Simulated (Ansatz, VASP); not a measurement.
One calculation of BaS, two programs

The input INCAR:

```
  PREC = Accurate
  ENCUT = 520
  EDIFF = 1E-6
  ISMEAR = 0
  SIGMA = 0.05
  LREAL = F
  LASPH = T
  NELM = 60
  ALGO = Normal
  ISIF = 2
  LWAVE = F
  LCHARG = F
  GGA = RP
  IVDW = 13
  NBANDS = 15
```

Contents of KPOINTS:

```
regular mesh
0
Gamma
  6 6 6
```

File POSCAR:

```
BaS
1.0
    0.0000000000      3.1937508250      3.1937508250
    3.1937508250      0.0000000000      3.1937508250
    3.1937508250      3.1937508250      0.0000000000
Ba S
1 1
Direct
    0.5000000000      0.5000000000      0.5000000000
    0.0000000000      0.0000000000      0.0000000000
```

Input for Ansatz:

```yaml
crystal:
  lattice:
    - [0.0, 3.193750825, 3.193750825]
    - [3.193750825, 0.0, 3.193750825]
    - [3.193750825, 3.193750825, 0.0]
  atoms:
    - { symbol: Ba, position: [0.5, 0.5, 0.5] }
    - { symbol: S, position: [0.0, 0.0, 0.0] }
basis:
  ecutwfc: 420
  ecutrho_ratio: 4
kpoints:
  mp_grid: { grid: [6, 6, 6] }
hamiltonian:
  xc: rpbe
  dispersion: d4
scf:
  occupations: { method: gaussian, width: 0.05 }
output:
  forces: true
  stress: true
  eigenvalues: true
```

Alike in both runs: task single point; functional RPBE; dispersion D4; k mesh 6 × 6 × 6; occupations gaussian, width 0.05 eV; no spin polarisation.

```csv
,VASP,Ansatz
version,VASP 6.6.1,Ansatz 0.2.0
potentials or method,"VASP PAW PBE potentials, release 64 (Ba_sv, S)","scalar-relativistic, plane waves, PAW"
plane-wave cutoff (eV),520,420
valence electrons in the cell,16,16
```

VASP gave:

```
gap on the k mesh at the Fermi level (eV) : 2.25
least direct gap on the mesh (eV)         : 2.38
pressure (GPa)                            : 1.1
dispersion energy (meV/atom)              : -391.6
```

What did Ansatz give for the same quantities?

gap on the k mesh at the Fermi level (eV): 2.35; least direct gap on the mesh (eV): 2.46; pressure (GPa): 0.5; dispersion energy (meV/atom): -391.8.

Caveats: the PAW data sets were made with another functional, which shifts forces and pressure a little (VASP); spin-orbit coupling is left out, which moves the levels of the heavy elements. A k mesh can miss the band edges. A hybrid or GW would open this gap; RPBE tends to underestimate it.
